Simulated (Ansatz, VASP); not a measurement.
## AgCl: VASP beside Ansatz

File INCAR:

```
SYSTEM = AgCl
PREC = Accurate
ENCUT = 520
EDIFF = 1E-6
ISMEAR = 0
SIGMA = 0.03
LREAL = .False.
LASPH = .True.
NELM = 80
ALGO = Normal
ISIF = 2
LWAVE = .False.
LCHARG = .False.
GGA = CA
NBANDS = 16
```

Contents of KPOINTS:

```
Automatic mesh
0
Gamma
  10 10 10
  0 0 0
```

File POSCAR:

```
AgCl
1.0
    3.4339730000      0.0000000000      0.0000000000
    0.0000000000      3.4339730000      0.0000000000
    0.0000000000      0.0000000000      3.4339730000
Ag Cl
1 1
Direct
    0.0000000000      0.0000000000      0.0000000000
    0.3907970447      0.5000000000      0.5000000000
```

Input for Ansatz:

```yaml
crystal:
  lattice:
    - [3.433973, 0.0, 0.0]
    - [0.0, 3.433973, 0.0]
    - [0.0, 0.0, 3.433973]
  atoms:
    - { symbol: Ag, position: [0.0, 0.0, 0.0] }
    - { symbol: Cl, position: [0.3907970447, 0.5, 0.5] }
basis:
  ecutwfc: 420
kpoints:
  mp_grid: { grid: [10, 10, 10] }
hamiltonian:
  xc: lda
scf:
  occupations: { method: gaussian, width: 0.03 }
output:
  forces: true
  stress: true
  eigenvalues: true
```

Change from the starting cell: all Cl atoms moved +0.375 Å, as atom 2 towards its neighbour atom 2 (Cl) at 3.434 Å.

Alike in both runs: task single point; functional LDA; k mesh 10 × 10 × 10; occupations gaussian, width 0.03 eV; no spin polarisation.

|  | VASP | Ansatz |
| --- | --- | --- |
| version | VASP 6.6.1 | Ansatz 0.2.0 |
| potentials or method | VASP PAW LDA potentials, release 64 (Ag, Cl) | scalar-relativistic, plane waves, PAW |
| plane-wave cutoff (eV) | 520 | 420 |
| valence electrons in the cell | 18 | 26 |

```csv
,VASP,Ansatz,Ansatz less VASP
gap on the k mesh at the Fermi level (eV),0.28,0.26,-0.026
least direct gap on the mesh (eV),1.53,1.51,-0.024
pressure (GPa),-5.8,-5.8,+0.02
largest component of the traceless stress (GPa),0.38,0.38,-0.004
rms of the force components (eV/Å),0.054,0.057,+0.0029
```

Atom by atom the forces differ by 0.003 eV/Å (rms over components). The two sets of potentials don't hold the same shells in valence.

A k mesh can miss the band edges.
